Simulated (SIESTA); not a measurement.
Crystal: MnS.

```
Mn S
1.0
     0.00000    2.47346    2.47346
     2.47346    0.00000    2.47346
     2.47346    2.47346    0.00000
Mn S
1 1
Cartesian
  0.0000 0.0000 0.0000
  3.7102 3.7102 3.7102
```

The cell is a database's computed one.

Base run:

| Property | Result |
| --- | --- |
| Program | SIESTA 5.4.2 |
| Functional | PBEsol |
| Potentials or basis | PseudoDojo 0.4 standard (PBEsol files) |
| Basis | DZP (energy shift 0.003 Ry; two zetas on semicore shells) |
| Grid cutoff | 800 Ry |
| Energy shift | 0.003 Ry |
| k mesh | 9 × 9 × 9 |
| Occupations | fermi-dirac, width 0.05 eV |
| Spin | collinear spin, ferromagnetic start |
| Starting moments | [4.0, 0.0] μB |

Its results: band gap on the k mesh none (metal or under the smearing width); pressure -1.4 GPa; net moment 0.26 μB per cell; site moments Mn +0.28; S -0.01 μB.

Question: The run is repeated on the same cell with these changes: functional from PBEsol to LDA; potentials or basis from PseudoDojo 0.4 standard (PBEsol files) to PseudoDojo 0.4 standard (LDA files). What comes out?

Answer: Band gap on the k mesh none (metal or under the smearing width); pressure -5.4 GPa; net moment 0.18 μB per cell; site moments Mn +0.18; S -0.01 μB.

Caveats: short orbitals over semicore shells can move pressures by several GPa; the moment fell far below its start of 4 μB, so a state of higher moment may lie lower in energy; the basis of atomic orbitals isn't converged, which shifts pressures, moduli and gaps; semilocal functionals often make such compounds metallic where correlation or magnetic order opens a gap, which also shifts bond lengths.

Not every run made on this cell is shown here.
